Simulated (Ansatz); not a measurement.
Na:

```
CELL_PARAMETERS angstrom
3.76700 0.00000 0.00000
-1.88350 3.26232 0.00000
0.00000 0.00000 6.15400
ATOMIC_POSITIONS crystal
Na 0.66667 0.33333 0.75000
Na 0.33333 0.66667 0.25000
```

This isn't the form of Na at room conditions, which is bcc.

```yaml
Program: Ansatz 0.2.0
Task: relaxation of cell and atoms
Functional: PBEsol
Dispersion: D3(BJ)-ATM
Potentials_or_basis: Ansatz PAW
Cutoff: "420 eV (not typed: the program's choice for these potentials)"
k_mesh: 8 × 8 × 5
Occupations: fermi-dirac, width 0.05 eV
Spin: no spin polarisation
```

At the start: volume 37.81 Å³/atom.

Question: How do energy, volume and symmetry change on relaxing?

Answer: It ends after 5 steps and the volume is 33.31 Å³/atom (-11.9 %); space group P6_3/mmc (No. 194, to 0.05 Å).

Step by step:
```csv
step,energy change (eV),largest force (eV/Å),volume (Å³)
1,0.0000,0.0000,75.63
2,-0.0096,0.0000,73.82
3,-0.0283,0.0000,65.55
4,-0.0288,0.0000,66.62
5,-0.0287,0.0000,66.62
```

Final structure:
```
CELL_PARAMETERS angstrom
3.63334 0.00000 0.00000
-1.81667 3.14657 0.00000
0.00000 0.00000 5.82693
ATOMIC_POSITIONS crystal
Na 0.66667 0.33333 0.75000
Na 0.33333 0.66667 0.25000
```

Caveat: the plane-wave basis is chosen anew once the cell has moved, so the energies of steps on either side of that aren't comparable; pairwise dispersion overbinds metals, which lowers pressure and volume; the PAW data sets come from PBE, with cores solved anew for the run's functional, which leaves a small shift of forces and pressure.
